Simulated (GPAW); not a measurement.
**CdTe in GPAW: convergence with k mesh**

Input of the first run (k mesh 2 × 2 × 2); the others differ in this setting and in those tied to it:

The input run.py:

```python
from ase import Atoms
from ase.dft.bandgap import bandgap
from ase.io import write
from ase.units import GPa
from gpaw import GPAW, PW

atoms = Atoms(['Te', 'Cd'],
              cell=[[0.0, 3.205, 3.205],
                    [3.205, 0.0, 3.205],
                    [3.205, 3.205, 0.0]],
              scaled_positions=[[0.75, 0.75, 0.75],
                                [0.0, 0.0, 0.0]],
              pbc=True)

calc = GPAW(mode=PW(600),
            xc='PBE',
            kpts={'size': (2, 2, 2), 'gamma': True},
            occupations={'name': 'fermi-dirac', 'width': 0.05},
            nbands=18,
            convergence={'density': 1e-05, 'energy': 1e-05},
            maxiter=100,
            txt='gpaw.txt')
atoms.calc = calc
energy = atoms.get_potential_energy()
forces = atoms.get_forces()
stress = atoms.get_stress()
calc.write('gs.gpw')
write('result.traj', atoms)
print(f'Energy: {energy:.6f} eV')
print('Forces (eV/A):')
print(forces.round(4))
print('Stress (GPa):', (stress / GPa).round(3))
print('Fermi level:', round(calc.get_fermi_level(), 4), 'eV')
print(f'Gap: {bandgap(calc)[0]:.4f} eV, direct: {bandgap(calc, direct=True)[0]:.4f} eV')
```

Potentials or basis: GPAW PAW data sets (gpaw-data 1.2.1), pw.

Run with:

```sh
$ OMP_NUM_THREADS=1 python run.py
```

Hardware: 1 thread of Arm Neoverse V1, on a shared host.

```tsv
k mesh	energy less the tightest run, at zero smearing (meV/atom)	pressure (GPa)	gap on the mesh (eV)	SCF cycles	CPU time (s)	peak memory (GiB)
2 × 2 × 2	660.30	7.76	0.758	9	4.8	0.15
3 × 3 × 3	130.93	4.74	0.838	9	5.3	0.15
4 × 4 × 4	33.03	4.06	0.860	9	8.4	0.15
5 × 5 × 5	9.71	3.88	0.868	9	10	0.15
6 × 6 × 6	3.19	3.83	0.870	9	14	0.16
7 × 7 × 7	1.12	3.81	0.871	9	17	0.17
8 × 8 × 8	0.39	3.81	0.872	9	24	0.18
10 × 10 × 10	0.00	3.81	0.872	9	40	0.2
```

Against the tightest run, the energy stays within 1 meV/atom from 8 × 8 × 8 on; the pressure stays within 0.1 GPa from 5 × 5 × 5 on; the gap on the mesh stays within 0.01 eV from 5 × 5 × 5 on. Meshes of other sizes hit other points, so gaps and Fermi surfaces needn't settle smoothly. The tightest run that finished is the yardstick and may itself not be fully converged.

Caveat, for the tightest run too: spin-orbit coupling is left out, which moves the levels of the heavy elements.
